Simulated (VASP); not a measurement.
Write the native input for VASP 6.6.1 that does the following.

```yaml
Task: single point
Functional: PBE
Dispersion: D3(BJ)
Potentials_or_basis: VASP PAW PBE potentials, release 64 (O, H, C)
Cutoff: 520 eV
k_mesh: 1 × 1 × 1
Occupations: fermi-dirac, width 0.02 eV
Spin: no spin polarisation
Dipole_correction: no
Further_INCAR_settings: LREAL = Auto; ALGO = Normal; EDIFF = 1e-07; NBANDS = 38
```

The structure of H12CO5 lies in POSCAR:

```
H12CO5
1.0
    5.7184790000      0.0000000000      0.0000000000
    0.0000000000      5.7184790000      0.0000000000
    0.0000000000      0.0000000000      5.7184790000
O H C
5 12 1
Direct
    0.2563074131      0.9365827556      0.6030575093
    0.9184174297      0.4810007458      0.5143666346
    0.5847967753      0.4488513697      0.8692985312
    0.3449326585      0.3295265272      0.3428393545
    0.6733257832      0.9395040522      0.0160191470
    0.2734139902      0.7685562683      0.5812528014
    0.0892547327      0.9558311735      0.6282133856
    1.0648047096      0.4219348242      0.4422156907
    0.8001678429      0.4675756860      0.3914358992
    0.5862326603      0.6104112114      0.9267550474
    0.7141815357      0.4468969473      0.7554029854
    0.3820530286      0.3219494240      0.1766952070
    0.3381632453      0.1675280243      0.4037484371
    0.9394758120      0.7869205600      0.1973796626
    0.6304217541      1.0948962864     -0.0386651886
    0.9957791036      1.0842212815      0.1184442780
    0.7935842184      1.0165017688      0.3537892238
    0.8599723069      0.9604520936      0.1788925937
```

The cell was built by a generator and needn't be a form met in nature.

One way to write it, as run:

INCAR

```
ALGO     = Normal         # electronic algorithm
EDIFF    = 1E-7           # SCF threshold, eV
ENCUT    = 520            # plane-wave cutoff, eV
GGA      = PE             # functional
ISIF     = 2              # what is computed and relaxed
ISMEAR   = -1             # smearing method
IVDW     = 12             # dispersion correction
LASPH    = T              # aspherical terms in the spheres
LCHARG   = F              # write CHGCAR
LREAL    = Auto         
LWAVE    = F              # write WAVECAR
NBANDS   = 38             # bands
NELM     = 100            # most SCF steps
PREC     = Accurate       # precision mode
SIGMA    = 0.02           # smearing width, eV
```

KPOINTS

```
k-points
0
Gamma
  1 1 1
```

Potentials or basis: VASP PAW PBE potentials, release 64 (O, H, C).

Run with:

```bash
$ cat potpaw_PBE.64/O/POTCAR potpaw_PBE.64/H/POTCAR potpaw_PBE.64/C/POTCAR > POTCAR
$ mpirun -np 1 vasp_gam > vasp.out
```

It gave:

```yaml
Pressure: -1.0 GPa
Largest_force: 0.278 eV/Å
Band_gap_on_the_k_mesh: 4.65 eV, direct
Dispersion_energy_per_atom: -0.033 eV
```

Wall time 15 s on 1 thread of Intel(R) Xeon(R) 6975P-C (Granite Rapids) (shared host), peak memory 0.31 GiB.
